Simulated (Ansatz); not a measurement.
Zn, 1 atom in the cell. The structure is cubic, space group Im-3m (No. 229). Conventional cell: a = 3.138 Å, b = 3.138 Å, c = 3.138 Å, α = 90.00°, β = 90.00°, γ = 90.00°. Around Zn (site symmetry m-3m) lie 8 Zn at 2.72 Å. This isn't the form of Zn at room conditions, which is hcp.

* Program: Ansatz 0.2.0
* Task: projected density of states
* Functional: PBE0
* Potentials or basis: Ansatz PAW
* Cutoff: 420 eV (not typed: the program's choice for these potentials)
* k mesh: 7 × 7 × 7
* Occupations: fermi-dirac, width 0.05 eV
* Spin: no spin polarisation

Potentials or basis: Ansatz PAW.

Launch:

```console
$ ansatz run input.yaml --threads 2 --pin off --max-ram 5632MiB --backend cpu --events-out ev --progress --plain --runs-dir out
```

Hardware: 2 threads of Arm Neoverse V1, with other jobs on the host.

Estimate the wall time of this run.

It took 9.2 s on 2 threads of Arm Neoverse V1 (shared host), peak memory 0.61 GiB. Counts: scf iterations 14, plane waves 321, k points 20, bands 12.
